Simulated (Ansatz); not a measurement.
SrCl2: the change of pressure with volume scale

All results are calculated (Ansatz 0.2.0). Periodic Kohn-Sham DFT of a crystal at fixed atoms, scaled to volume_scale times the given cell; pressure positive in compression, energy less spherical unpolarised free atoms, largest_vzz the field gradient of largest size among the nuclei.

The cell before it is scaled or strained (space group Fm-3m, No. 225):
```
CELL_PARAMETERS angstrom
0.00000 3.48550 3.48550
3.48550 0.00000 3.48550
3.48550 3.48550 0.00000
ATOMIC_POSITIONS crystal
Sr 0.00000 0.00000 0.00000
Cl 0.25000 0.25000 0.25000
Cl 0.75000 0.75000 0.75000
```

Settings of every row: method frozen-core PAW; functional LDA; relativity scalar; k mesh 8x8x8; filling fermi-dirac; smearing width 0.01 eV; wave cutoff 420 eV; paw set soft_2.

Atom start moment: 0 on all atoms.

Limits: PAW files made with PBE.

```csv
row,volume scale,V (Å³/atom),pressure (GPa)
1,0.94,26.536,-0.538
2,0.96,27.1,-1.374
3,0.98,27.665,-2.115
4,0.99,27.947,-2.453
5,1,28.23,?
6,1.01,28.512,-3.072
7,1.02,28.794,-3.354
8,1.04,29.359,-3.87
9,1.06,29.923,-4.325
```

Question: what pressure should row 5 give?

Worked fit of pressure. Take u = (V_r/V)^(2/3) − 1 with V_r = 28.23 Å³ an atom, which is twice the finite (Eulerian) strain; such expansions in the strain, on which the Birch-Murnaghan equation of state is built, carry the rest volume and the bulk modulus. The shown rows have u = 0.04212, 0.02761, 0.01357, 0.00674, -0.0066, -0.0131, -0.0258, -0.03808. Least squares give pressure = −2.7727 + 46.349 × u + 152.49 × u² + 157 × u³ GPa; a parabola predicts inner rows, each left out in turn, worse (root mean square 0.0026 against 0.00053 GPa). The rows lie off it by 0.000, -0.001, 0.000, 0.000, 0.000, 0.000, 0.000, 0.000. The withheld row has u = 0, so the fit gives −2.7727 + 46.349 × (0) + 152.49 × (0)² + 157 × (0)³ = -2.773 GPa.

The calculation gave -2.772 GPa. The fit lies 0.001 GPa (0.026 % of the column's range) below it, one unit of the last digit.
